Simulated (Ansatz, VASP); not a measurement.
# One calculation of Al, two programs

File INCAR:

```
ALGO = Normal ; EDIFF = 1E-6
ENCUT = 520 ; GGA = PS
ISIF = 2 ; ISMEAR = -1
LASPH = T ; LCHARG = F
LREAL = F ; LWAVE = F
NBANDS = 8 ; NELM = 80
PREC = Accurate ; SIGMA = 0.05
```

File KPOINTS:

```
k-points
0
Gamma
  17 17 17
```

File POSCAR:

```
Al
1.0
   -1.3386274944      1.3386274944      1.3386274944
    1.3386274944     -1.3386274944      1.3386274944
    1.3386274944      1.3386274944     -1.3386274944
Al
1
Direct
    0.0000000000      0.0000000000      0.0000000000
```

Input for Ansatz:

```yaml
crystal:
  lattice:
    - [-1.3386274944, 1.3386274944, 1.3386274944]
    - [1.3386274944, -1.3386274944, 1.3386274944]
    - [1.3386274944, 1.3386274944, -1.3386274944]
  atoms:
    - { symbol: Al, position: [0.0, 0.0, 0.0] }
kpoints:
  mp_grid: { grid: [17, 17, 17] }
  band_path:
    path:
      - [0.0, 0.0, 0.0]
      - [0.5, -0.5, 0.5]
      - [0.0, 0.0, 0.5]
      - [0.0, 0.0, 0.0]
      - [0.25, 0.25, 0.25]
      - [0.5, -0.5, 0.5]
      - [0.25, 0.25, 0.25]
      - [0.0, 0.0, 0.5]
    npoints: 8
scf:
  occupations: { method: fermi_dirac, width: 0.05 }
hamiltonian:
  xc: pbesol
  pseudopotentials: { kind: paw }
output:
  forces: true
  stress: true
  eigenvalues: true
  populations: true
  dos: { projected: true, de: 0.2, e_range: [-14, 8] }
```

Change from the starting cell: volume scaled by 0.58, PAW files.

Alike in both runs: task single point; functional PBEsol; k mesh 17 × 17 × 17; occupations fermi-dirac, width 0.05 eV; no spin polarisation.

|  | VASP | Ansatz |
| --- | --- | --- |
| version | VASP 6.6.1 | Ansatz 0.2.0 |
| potentials or method | VASP PAW PBE potentials, release 64 (Al) | PAW with Ansatz's default frozen-core files, scalar-relativistic |
| plane-wave cutoff (eV) | 520 | 420 |
| valence electrons in the cell | 3 | 3 |

```csv
,VASP,Ansatz,Ansatz less VASP
pressure (GPa),125.8,124.9,-0.85
```

Caveats: the cell as given lies far from equilibrium; so large a pressure means that the cell lies far from this level's equilibrium, or that cutoff or potentials fall short (VASP); the potentials were made for another functional, which shifts forces and pressure (VASP).
